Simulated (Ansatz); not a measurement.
# A series in volume scale on W

Results calculated with Ansatz 0.2.0, not measured. Plane-wave DFT, scalar-relativistic PAW made under PBE with cores redone for the functional, no dispersion; the given relaxed cell is scaled uniformly, energy at zero smearing counts from the unscaled cell, pressure at the given Fermi-Dirac smearing is positive in compression.

The cell before it is scaled or strained (space group P6_3/mmc, No. 194):
```
W
1.0
      2.7968     0.0000     0.0000
     -1.3984     2.4221     0.0000
      0.0000     0.0000     9.8683
W
4
Direct
  1.00000 1.00000 1.00000
  1.00000 1.00000 0.50000
  0.33333 0.66667 0.25000
  0.66667 0.33333 0.75000
```

Settings of every row: spin polarised no; functional RPBE; wave cutoff 420 eV; smearing width 0.1 eV; k mesh 15x15x4.

Atom starting moment: 0 on all atoms.

Limits: all rows lie far from zero pressure; no spin-orbit coupling, which can matter with elements this heavy; the cell comes from a prototype or a list of computed structures and needn't be the stable phase.

```
row  volume scale  V (Å³/atom)  pressure (GPa)  energy change per atom (meV)
  1          0.88       14.707           45.06                        251.86
  2          0.92       15.375           26.91                         103.5
  3          0.96       16.044           12.08                         23.72
  4          1.04       17.381           -9.88                         22.01
  5          1.08       18.049          -17.89                         81.25
  6          1.12       18.718               ?                             ?
```

Question: what pressure and energy change per atom should row 6 give?

Worked fit of pressure. Take u = (V_r/V)^(2/3) − 1 with V_r = 16.044 Å³ an atom, which is twice the finite (Eulerian) strain; such expansions in the strain, on which the Birch-Murnaghan equation of state is built, carry the rest volume and the bulk modulus. The shown rows have u = 0.05972, 0.0288, 0, -0.05196, -0.0755. Least squares give pressure = 12.08 + 483.27 × u + 1148.8 × u² GPa; a straight line predicts inner rows, each left out in turn, worse (root mean square 2.4 against 0.06 GPa). The rows lie off it by 0.02, -0.04, 0.00, 0.05, -0.03 (root mean square 0.033 GPa). The pressure vanishes at u = -0.0267, or V = 16.71 Å³ an atom, and there the bulk modulus at fixed shape and fractions is B = −V dP/dV = (2/3)(1 + u) dP/du = 274 GPa. Letting shape and atoms relax would as a rule lower it, by much in layered, chain or molecular crystals. The withheld row has u = -0.09766, so the fit gives 12.08 + 483.27 × (-0.09766) + 1148.8 × (-0.09766)² = -24.16 GPa.

The calculation gave -24.38 GPa. The fit lies 0.22 GPa (0.32 % of the column's range) above it; its largest miss of a shown row is 0.05 GPa. This row lies beyond the range of the fit.

Worked fit of energy change per atom. Take u = (V_r/V)^(2/3) − 1 with V_r = 16.044 Å³ an atom, which is twice the finite (Eulerian) strain; such expansions in the strain, on which the Birch-Murnaghan equation of state is built, carry the rest volume and the bulk modulus. The shown rows have u = 0.05972, 0.0288, 0, -0.05196, -0.0755. Least squares give energy change per atom = 23.735 + 1795.71 × u + 33884.6 × u² meV; a straight line predicts inner rows, each left out in turn, worse (root mean square 70 against 0.11 meV). The rows lie off it by 0.04, -0.06, -0.02, 0.10, -0.06 (root mean square 0.062 meV). Its lowest point lies at u = -0.0265, or V = 16.7 Å³ an atom, and the curvature there gives the bulk modulus at fixed shape and fractions, B = (4/9)(1 + u)² E″(u)/V = 274 GPa. Letting shape and atoms relax would as a rule lower it, by much in layered, chain or molecular crystals. The withheld row has u = -0.09766, so the fit gives 23.735 + 1795.71 × (-0.09766) + 33884.6 × (-0.09766)² = 171.54 meV.

The calculation gave 170.67 meV. The fit lies 0.87 meV (0.38 % of the column's range) above it; its largest miss of a shown row is 0.10 meV. This row lies beyond the range of the fit.
